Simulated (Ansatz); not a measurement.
Here is an Ansatz 0.2.0 calculation.

The input input.yaml:

```yaml
crystal:
  lattice:
    - [0.0, 3.06065, 3.06065]
    - [3.06065, 0.0, 3.06065]
    - [3.06065, 3.06065, 0.0]
  atoms:
    - { symbol: Pb, position: [0.0, 0.0, 0.0] }
    - { symbol: Se, position: [0.5, 0.5, 0.5] }
hamiltonian:
  xc: pbe
  pseudopotentials: { kind: paw }
kpoints:
  mp_grid: { grid: [8, 8, 8] }
scf:
  occupations: { method: gaussian, width: 0.021 }
output:
  forces: true
  stress: true
  eigenvalues: true
```

Potentials or basis: Ansatz PAW.

Run with:

```console
$ ansatz run input.yaml --threads 2 --pin off --max-ram 5632MiB --backend cpu --events-out ev --progress --plain --runs-dir out
```

(1) What does it give for the band gap on the k mesh?

(2) Estimate the pressure.

## Answers

(1) 0.29 eV, direct.

(2) 2.4 GPa.

Caveat: spin-orbit coupling is left out, which as a rule narrows the gap of such compounds by several tenths of an eV.

**What was measured.**

From a printed reference work, monograph, for a bulk crystal of PbSe at 4.2 K: band gap 0.15 eV (direct).

A measured gap of PbSe is 0.15 eV (direct; 4.2 K; a printed reference work, monograph); the calculated 0.29 eV misses it by +0.14 eV. 2 values of this kind are on record (0.15 to 0.28 eV); this one was drawn at random. Spin-orbit coupling on Pb, Se is left out. The value is that of PBE on a finite k mesh, which can miss the band edges, without temperature or zero-point motion.
